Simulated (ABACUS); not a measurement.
**HfN: equation of state with PBE**

HfN:

```
Hf N
1.0
     3.13391    0.00000    0.00000
    -1.56695    2.71404    0.00000
     0.00000    0.00000    5.41677
Hf N
2 2
Direct
  0.33333 0.66667 0.25000
  0.66667 0.33333 0.75000
  0.00000 0.00000 0.50000
  0.00000 0.00000 0.00000
```

The cell comes from a database or a generator and needn't be the stable form of this composition.

| Property | Result |
| --- | --- |
| Program | ABACUS 3.10.1 |
| Task | equation of state |
| Functional | PBE |
| Potentials or basis | PseudoDojo NC SR 0.4.1 PBE standard |
| Cutoff | 1143 eV |
| Density cutoff | 4572 eV |
| Basis | plane waves |
| k mesh | 10 × 10 × 5 |
| Occupations | fermi-dirac, width 0.05 eV |
| Spin | no spin polarisation |
| Radial cutoff of the potentials (pseudo_rcut) | 10 bohr |
| SCF threshold on the density | 1e-08 |
| Max SCF steps | 100 |
| Eigensolver | dav |
| Mixing | broyden |
| Mixing share | 0.7 |
| Symmetry key | 1 |
| Bands | 21 |

The equilibrium volume is 11.75 Å³/atom and the bulk modulus at fixed shape and positions is 260 GPa. The pressure derivative of the bulk modulus is 4.2.

Energy against volume, from the lowest point:
| volume (Å³/atom) | energy (meV/atom) |
| --- | --- |
| 10.827 | 67.84 |
| 11.057 | 36.81 |
| 11.288 | 15.81 |
| 11.518 | 3.83 |
| 11.749 | 0.00 |
| 11.979 | 3.52 |
| 12.209 | 13.67 |

All runs of the series together: 110 s on 4 threads of Intel(R) Xeon(R) Platinum 8488C (Sapphire Rapids), on a shared host.

Caveat: the cell was scaled at fixed shape and fractional positions, which overstates the stiffness of a crystal with free parameters, most of all of layers and chains. The run has no spin-orbit coupling, so splittings on Hf are missing.
